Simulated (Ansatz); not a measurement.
**Si: band structure with revPBE**

Si:

```
Si
1.0
     0.00000    2.72185    2.72185
     2.72185    0.00000    2.72185
     2.72185    2.72185    0.00000
Si
2
Direct
  0.50000 0.50000 0.50000
  0.75000 0.75000 0.75000
```

```yaml
Program: Ansatz 0.2.0
Task: band structure
Functional: revPBE
Potentials_or_basis: Ansatz PAW
Cutoff: "420 eV (not typed: the program's choice for these potentials)"
k_mesh: 8 × 8 × 8
Occupations: fermi-dirac, width 0.05 eV
Spin: no spin polarisation
Path: "[[\"G\", \"X\", \"W\", \"K\", \"G\", \"L\", \"U\", \"W\", \"L\", \"K\"], [\"U\", \"X\"]]"
Points_for_each_segment_of_the_path: 14
```

```
Pressure                : 2.5 GPa
Band gap on the k mesh  : 0.67 eV, indirect (least direct gap 2.56 eV)
Band gap along the path : 0.63 eV, indirect (least direct gap 2.56 eV)
```

Levels at the corners of the path, in eV from the valence-band top:
```tsv
point	band 1	band 2	band 3	band 4	band 5	band 6	band 7	band 8	band 9
Γ	-11.90	0.00	0.00	0.00	2.56	2.56	2.56	3.38	7.70
X	-7.78	-7.78	-2.83	-2.83	0.77	0.77	10.09	10.09	10.96
W	-7.62	-7.62	-3.81	-3.81	4.30	4.30	5.00	5.00	10.56
K	-8.20	-7.19	-4.26	-2.41	1.25	4.15	7.45	8.02	8.23
Γ	-11.90	0.00	0.00	0.00	2.56	2.56	2.56	3.38	7.70
L	-9.59	-6.92	-1.20	-1.20	1.57	3.35	3.35	7.81	10.53
U	-8.20	-7.19	-4.26	-2.41	1.25	4.15	7.45	8.02	8.23
W	-7.62	-7.62	-3.81	-3.81	4.30	4.30	5.00	5.00	10.56
L	-9.59	-6.92	-1.20	-1.20	1.57	3.35	3.35	7.81	10.53
K	-8.20	-7.19	-4.26	-2.41	1.25	4.15	7.45	8.02	8.23
U	-8.20	-7.19	-4.26	-2.41	1.25	4.15	7.45	8.02	8.23
X	-7.78	-7.78	-2.83	-2.83	0.77	0.77	10.09	10.09	10.96
```

Wall time 2.3 s on 2 threads of Intel(R) Xeon(R) Processor @ 2.70GHz, on a shared host, peak memory 0.32 GiB.

Caveat: the PAW data sets come from PBE, with cores solved anew for the run's functional, which leaves a small shift of forces and pressure. A hybrid or GW would open this gap; revPBE tends to underestimate it.
